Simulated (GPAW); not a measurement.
# TePb (Fm-3m) in GPAW: equation of state

How stiff is TePb in PBEsol, and what volume does it want? The cell is scaled to several volumes.

All numbers are computed with GPAW 26.7.0; they aren't measurements. Logs are shortened: lines on timing, memory, paths and dates and some standing lists are left out, and cuts for length are marked. The log counts tension as positive stress, the text compression.

## 1. The crystal as given

It takes space group Fm-3m (No. 225, cubic). Conventional cell: a = 6.462 Å, b = 6.462 Å, c = 6.462 Å, α = 90.00°, β = 90.00°, γ = 90.00°. Pb (site symmetry m-3m) is surrounded by 6 Te at 3.23 Å. Te (site symmetry m-3m) has 6 Pb at 3.23 Å as nearest neighbours.

## 2. Equation of state, PBEsol

run.py

```python
from ase import Atoms
from ase.eos import EquationOfState
from ase.io import Trajectory
from ase.units import GPa
from gpaw import GPAW, PW, setup_paths

setup_paths.insert(0, '.')

atoms = Atoms(['Pb', 'Te'],
              cell=[[0.0, 3.231, 3.231],
                    [3.231, 0.0, 3.231],
                    [3.231, 3.231, 0.0]],
              scaled_positions=[[0.0, 0.0, 0.0],
                                [0.5, 0.5, 0.5]],
              pbc=True)

traj = Trajectory('eos.traj', 'w')
volumes, energies = [], []
for x in [0.94, 0.96, 0.98, 1.0, 1.02, 1.04, 1.06]:
    a = atoms.copy()
    a.set_cell(atoms.cell * x**(1 / 3), scale_atoms=True)
    calc = GPAW(mode=PW(600),
                xc='PBEsol',
                kpts={'size': (7, 7, 7), 'gamma': True},
                occupations={'name': 'fermi-dirac', 'width': 0.05},
                nbands=19,
                convergence={'density': 1e-05, 'energy': 1e-05},
                maxiter=150,
                txt=f'eos-{x:.2f}.txt')
    a.calc = calc
    energies.append(a.get_potential_energy(force_consistent=True))
    volumes.append(a.get_volume())
    p = -a.get_stress()[:3].mean() / GPa
    calc.write(f'eos-{x:.2f}.gpw')
    traj.write(a)
    print(f'{x:.2f} {volumes[-1]:10.4f} A^3 {energies[-1]:14.6f} eV {p:9.3f} GPa', flush=True)

v0, e0, B = EquationOfState(volumes, energies, eos='birchmurnaghan').fit()
print(f'V0 = {v0:.4f} A^3, E0 = {e0:.6f} eV, B0 = {B / GPa:.2f} GPa')
```

Potentials or basis: PAW data sets generated in the run's folder for this functional, pw.

On the command line:

```
gpaw-setup -f PBEsol Pb Te
OMP_NUM_THREADS=1 python run.py
```

Output:

```text
__  _  _
 | _ |_)|_||  |
 |__||  | ||/\| - 26.7.0

Input parameters:
  mode=PW(ecut=600.0),
  convergence={'density': 1e-05, 'energy': 1e-05},
  kpts=MonkhorstPack(size=(7, 7, 7), gamma=True),
  maxiter=150,
  nbands=19,
  occupations=Occupations(name='fermi-dirac', width=0.05),
  xc=XC(name='PBEsol')

Diagonalizing LCAO Hamiltonian
Converting LCAO to pw mode

                 Te

       Pb

Atoms  # Å, Bohr magnetons
|   | symbol |        x |        y |        z |    initial magnetic moments |
|---|--------|----------|----------|----------|-----------------------------|
| 0 |     Pb | 0.000000 | 0.000000 | 0.000000 | ( 0.0000,  0.0000,  0.0000) |
| 1 |     Te | 3.165043 | 3.165043 | 3.165043 | ( 0.0000,  0.0000,  0.0000) |

Unit cell  # Å
| periodic |        x |        y |        z |  lengths |    angles |
|----------|----------|----------|----------|----------|-----------|
|      yes | 0.000000 | 3.165043 | 3.165043 | 4.476046 | 60.000000 |
|      yes | 3.165043 | 0.000000 | 3.165043 | 4.476046 | 60.000000 |
|      yes | 3.165043 | 3.165043 | 0.000000 | 4.476046 | 60.000000 |

Number of symmetries: 48
Symmetry operations  # r_c * U_cc + t_c -> r_c
|    | kind |            matrix            |
|----|------|------------------------------|
|  0 |  σ   |  1, 0, 0,  1, 0,-1,  1,-1, 0 |
|  1 |  C2  |  1, 0, 0,  1,-1, 0,  1, 0,-1 |
|  2 |  E   |  1, 0, 0,  0, 1, 0,  0, 0, 1 |
|  3 |  σ   |  1, 0, 0,  0, 0, 1,  0, 1, 0 |
|  4 |  C4  |  1, 0,-1,  1, 0, 0,  1,-1, 0 |
|  5 |  S6  |  1, 0,-1,  1,-1, 0,  1, 0, 0 |
|  6 |  σ   |  1, 0,-1,  0, 1,-1,  0, 0,-1 |
|  7 |  C3  |  1, 0,-1,  0, 0,-1,  0, 1,-1 |
|  8 |  S6  |  1,-1, 0,  1, 0, 0,  1, 0,-1 |
|  9 |  C4  |  1,-1, 0,  1, 0,-1,  1, 0, 0 |
| 10 |  C3  |  1,-1, 0,  0,-1, 1,  0,-1, 0 |
| 11 |  σ   |  1,-1, 0,  0,-1, 0,  0,-1, 1 |
| 12 |  σ   |  0, 1, 0,  1, 0, 0,  0, 0, 1 |
| 13 |  C4  |  0, 1, 0,  0, 1,-1, -1, 1, 0 |
| 14 |  C3  |  0, 1, 0,  0, 0, 1,  1, 0, 0 |
| 15 |  S6  |  0, 1, 0, -1, 1, 0,  0, 1,-1 |
| 16 |  C2  |  0, 1,-1,  1, 0,-1,  0, 0,-1 |
| 17 |  σ   |  0, 1,-1,  0, 1, 0, -1, 1, 0 |
| 18 |  S4  |  0, 1,-1,  0, 0,-1,  1, 0,-1 |
| 19 |  C4  |  0, 1,-1, -1, 1, 0,  0, 1, 0 |
| 20 |  C3  |  0, 0, 1,  1, 0, 0,  0, 1, 0 |
| 21 |  σ   |  0, 0, 1,  0, 1, 0,  1, 0, 0 |
| 22 |  S6  |  0, 0, 1,  0,-1, 1, -1, 0, 1 |
| 23 |  C4  |  0, 0, 1, -1, 0, 1,  0,-1, 1 |
| 24 |  S4  |  0, 0,-1,  1, 0,-1,  0, 1,-1 |
| 25 |  C3  |  0, 0,-1,  0, 1,-1,  1, 0,-1 |
| 26 |  C2  |  0, 0,-1,  0,-1, 0, -1, 0, 0 |
| 27 |  S6  |  0, 0,-1, -1, 0, 0,  0,-1, 0 |
| 28 |  S4  |  0,-1, 1,  1,-1, 0,  0,-1, 0 |
| 29 |  C4  |  0,-1, 1,  0, 0, 1, -1, 0, 1 |
| 30 |  C2  |  0,-1, 1,  0,-1, 0,  1,-1, 0 |
| 31 |  σ   |  0,-1, 1, -1, 0, 1,  0, 0, 1 |
| 32 |  C3  |  0,-1, 0,  1,-1, 0,  0,-1, 1 |
| 33 |  S6  |  0,-1, 0,  0, 0,-1, -1, 0, 0 |
| 34 |  S4  |  0,-1, 0,  0,-1, 1,  1,-1, 0 |
| 35 |  C2  |  0,-1, 0, -1, 0, 0,  0, 0,-1 |
| 36 |  C2  | -1, 1, 0,  0, 1, 0,  0, 1,-1 |
| 37 |  S6  | -1, 1, 0,  0, 1,-1,  0, 1, 0 |
| 38 |  S4  | -1, 1, 0, -1, 0, 1, -1, 0, 0 |
| 39 |  C3  | -1, 1, 0, -1, 0, 0, -1, 0, 1 |
| 40 |  S6  | -1, 0, 1,  0, 0, 1,  0,-1, 1 |
| 41 |  C2  | -1, 0, 1,  0,-1, 1,  0, 0, 1 |
| 42 |  C3  | -1, 0, 1, -1, 1, 0, -1, 0, 0 |
| 43 |  S4  | -1, 0, 1, -1, 0, 0, -1, 1, 0 |
| 44 |  C2  | -1, 0, 0,  0, 0,-1,  0,-1, 0 |
| 45 |  i   | -1, 0, 0,  0,-1, 0,  0, 0,-1 |
| 46 |  σ   | -1, 0, 0, -1, 1, 0, -1, 0, 1 |
| 47 |  C2  | -1, 0, 0, -1, 0, 1, -1, 1, 0 |

BZ-sampling:
  Number of BZ points: 343
  Number of IBZ points: 20

  Monkhorst-Pack size: [7, 7, 7]
  Monkhorst-Pack shift: [0, 0, 0]

K-points  # in reciprocal-cell coordinates
|     |                                coordinates |     weight |
|-----|--------------------------------------------|------------|
|   0 | (  0.00000000,   0.00000000,   0.00000000) | 0.00291545 |
|   1 | (  0.14285714,   0.14285714,   0.00000000) | 0.01749271 |
|   2 | (  0.14285714,   0.14285714,   0.14285714) | 0.02332362 |
|   3 | (  0.28571429,   0.14285714,   0.14285714) | 0.03498542 |
|   4 | (  0.28571429,   0.28571429,   0.00000000) | 0.01749271 |
|   5 | (  0.28571429,   0.28571429,   0.14285714) | 0.06997085 |
|   6 | (  0.28571429,   0.28571429,   0.28571429) | 0.02332362 |
|   7 | (  0.42857143,  -0.28571429,  -0.28571429) | 0.03498542 |
|   8 | (  0.42857143,   0.28571429,  -0.42857143) | 0.13994169 |
|   9 | (  0.42857143,   0.28571429,  -0.28571429) | 0.06997085 |
| ... |                                            |            |
|  19 | (  0.42857143,   0.42857143,   0.42857143) | 0.02332362 |

Plane wave coefficients: 2129
Cutoff: 600.0 eV

Spin-components: 1 (collinear spins)
Bands:           19
Projectors:      11
Spin-degeneracy: 2
Datatype:        complex128

Parallelization:
  kpt:    1
  domain: 1
  band:   1

Density:
  Valence electrons: 20.0
  Components: 1
  Grid points: [27 27 27]
  Charge: 0.0  # |e|

Potential:
  Grid points: [27 27 27]

species:
  Pb:
    name:    Lead
    Z:       82.0
    valence: 14
    core:    68
    charge:  0.0  # [|e|]
    compensation charges:
      type: gauss
      rc: 0.38  # [Å]
      lmax: 2
    cutoffs:
      filter: 2.36  # [Å]
      core: 2.43  # [Å]
    projectors
    | kind |    occ | energy [eV] | rcut [Å] |
    |------|--------|-------------|----------|
    |   6s |  2.000 |     -12.024 |    1.259 |
    |   6p |  2.000 |      -3.525 |    1.275 |
    |   5d | 10.000 |     -21.194 |    1.217 |
    |    s |        |      15.187 |    1.259 |
    |    p |        |      23.686 |    1.275 |
    |    d |        |       6.017 |    1.217 |

    Using partial waves for Pb as LCAO basis

  Te:
    name:    Tellurium
    Z:       52.0
    valence: 6
    core:    46
    charge:  0.0  # [|e|]
    compensation charges:
      type: gauss
      rc: 0.36  # [Å]
      lmax: 2
    cutoffs:
      filter: 2.09  # [Å]
      core: 3.17  # [Å]
    projectors
    | kind |    occ | energy [eV] | rcut [Å] |
    |------|--------|-------------|----------|
    |   5s |  2.000 |     -15.132 |    1.180 |
    |   5p |  4.000 |      -5.970 |    1.196 |
    |    s |        |      12.080 |    1.180 |
    |    p |        |      21.241 |    1.196 |
    |    d |        |       0.000 |    1.238 |

    Using partial waves for Te as LCAO basis

Reference energy: -751834.902839  # eV

eigensolver:
  PPCG
  Converge bands: occupied
  niter=2

density mixing:
  MSR1-Mixer
  Pratt-step length: 0.05
  Maximum mixing coefficient: 0.75
  Old densities: 10
  SVD Regularization: 0.005
  Good broyden scale: 1.0
  Trust region scale: 1.0
  Backstep threshold: 4.0
  History deletion threshold: 6.0
  Fourier metric: weight=20.0, sigma=0.015

occupation numbers:
  Fermi-Dirac:
    width: 0.0500  # eV

poisson solver:
  ecut: 4800.0  # eV

xc functional:
  name: PBEsol with 2 nearest neighbor stencil

convergence criteria:
- Maximum integral of absolute [dens]ity change: 1e-05 electrons / valence electron
- Maximum [total energy] change in last 3 cyles: 1e-05 eV / valence electron
- Maximum integral of absolute [eigenst]ate change: 4e-08 eV^2 / valence electron
maximum number of iterations: 150

SCF iterations
|iter     | |      energy | eigst |  dens |
|---------|-|-------------|-------|-------|
|iter:   1| |   -8.616569 | -0.09 |       |
|iter:   2| |   -8.603287 | -1.99 | -1.42 |
|iter:   3| |   -8.537173 | -2.31 | -1.46 |
|iter:   4| |   -8.536999 | -3.90 | -2.05 |
|iter:   5| |   -8.537054c| -4.61 | -2.54 |
|iter:   6| |   -8.537059c| -6.05 | -3.34 |
|iter:   7| |   -8.537060c| -7.04 | -3.96 |
|iter:   8| |   -8.537060c| -7.56c| -4.70 |
|iter:   9| |   -8.537060c| -7.98c| -5.54c|

Converged in 9 steps
Energy contributions relative to reference atoms: (reference = -751834.902839)

Energy contributions:
  Kinetic:          21.455950
  Coulomb:         -21.134261
  Zero:              0.097204
  External:          0.000000
  Xc:               -8.955947
  Entropy:          -0.000011
  Spinorbit:         0.000000
  ----------------------------
  Free energy:      -8.537065
  Extrapolated:     -8.537060

dipole moment: (-26.798079, -26.798079, -26.798079)  # |e|*Ang

Fermi level: 6.655
Eigenvalues  # (at kpt = [0.000, 0.000, 0.000])
| band index |      eig [eV] | occ [0-2] |
|------------|---------------|-----------|
|          0 |       -10.424 |     2.000 |
|        ... |               |           |
|          2 |       -10.405 |     2.000 |
|          3 |       -10.405 |     2.000 |
|          4 |       -10.405 |     2.000 |
|          5 |        -6.222 |     2.000 |
|          6 |         0.942 |     2.000 |
|          7 |         4.731 |     2.000 |
[... 9 lines left out ...]
|         17 |        14.095 |     0.000 |
|         18 |        14.398 |     0.000 |

Gap: 0.835 eV
Transition (v -> c):
  (s=0, k=19, n=9, [0.43, 0.43, 0.43]) -> (s=0, k=19, n=10, [0.43, 0.43, 0.43])
No difference between direct/indirect transitions

Stress tensor  # eV/Ang^3
|         x |         y |         z |
|-----------|-----------|-----------|
| -0.014267 | -0.000000 | -0.000000 |
| -0.000000 | -0.014267 | -0.000000 |
| -0.000000 | -0.000000 | -0.014267 |

# Writing to eos-0.94.gpw (mode='')
```

It took 76 s on 1 thread of Intel Xeon 6975P-C (Granite Rapids), shared host; peak memory 0.27 GiB.

What came out:

| Item | Value |
| --- | --- |
| Equilibrium volume | 33.20 Å³/atom |
| Bulk modulus | 45 GPa |
| Pressure derivative of the bulk modulus | 4.5 |

Energy against volume, from the lowest point:
| volume (Å³/atom) | energy (meV/atom) |
| --- | --- |
| 31.706 | 10.15 |
| 32.380 | 2.87 |
| 33.055 | 0.00 |
| 33.730 | 1.09 |
| 34.404 | 5.70 |
| 35.079 | 13.48 |
| 35.753 | 24.07 |

Caveat: this odd mesh misses L, where the gap lies, so gap, dielectric constants and Born charges aren't listed.
